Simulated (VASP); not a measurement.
A run of VASP 6.6.1 is set up as follows.

Contents of INCAR:

```
  ALGO = Normal
  EDIFF = 1E-6
  EDIFFG = -0.005
  ENCUT = 600
  GGA = PE
  IBRION = 2
  ISIF = 3
  ISMEAR = -1
  LASPH = True
  LCHARG = False
  LREAL = False
  LWAVE = False
  NELM = 60
  NSW = 60
  PREC = Accurate
  PSTRESS = 90
  SIGMA = 0.05
```

Contents of KPOINTS:

```
k-points
0
Gamma
  11 11 11
```

POSCAR

```
Si
1.0
    0.0000000000      2.7155000000      2.7155000000
    2.7155000000      0.0000000000      2.7155000000
    2.7155000000      2.7155000000      0.0000000000
Si
2
Direct
    0.0000000000      0.0000000000      0.0000000000
    0.2500000000      0.2500000000      0.2500000000
```

Potentials or basis: VASP PAW PBE potentials, release 64 (Si).

The run is started by

```console
$ cat potpaw_PBE.64/Si/POTCAR > POTCAR
$ mpirun -np 1 vasp_std > vasp.out
```

(1) Predict the relaxed cell.

(2) Estimate the band gap on the k mesh.

(3) Predict the relaxed volume.

## Answers

(1) a = 3.760 Å, b = 3.760 Å, c = 3.760 Å, α = 60.00°, β = 60.00°, γ = 60.00°.

(2) 0.47 eV, indirect (least direct gap 2.59 eV).

(3) 18.79 Å³/atom.

Caveat: the cell is relaxed towards a set pressure, so the enthalpy falls and the energy may rise; an odd mesh through Γ misses points on the zone boundary, where band edges often lie.
